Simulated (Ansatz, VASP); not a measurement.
# Si in VASP and in Ansatz

```
Si
1.0
     2.52081    0.00000    0.00000
     0.00000    2.52081    0.00000
     0.00000    0.00000    2.52081
Si
1
Direct
  0.00000 0.00000 0.00000
```

Alike in both runs: functional PBEsol; k mesh 15 × 15 × 15; occupations fermi-dirac, width 0.08 eV; no spin polarisation.

Ansatz relaxed the structure, and its values are those at the end. VASP's run is a single point on that final structure, the one shown.

|  | VASP | Ansatz |
| --- | --- | --- |
| version | VASP 6.6.1 | Ansatz 0.2.0 |
| potentials or method | VASP PAW PBE potentials, release 64 (Si), cutoff 520 eV | all-electron LAPW, scalar-relativistic |

|  | VASP | Ansatz | Ansatz less VASP |
| --- | --- | --- | --- |
| pressure (GPa) | -1.1 | -1.2 | -0.14 |

Ansatz ran all-electron here, so the differences hold the error of VASP's frozen core and of both bases.

Caveats: the PAW data sets were made with another functional, which shifts forces and pressure a little (VASP).
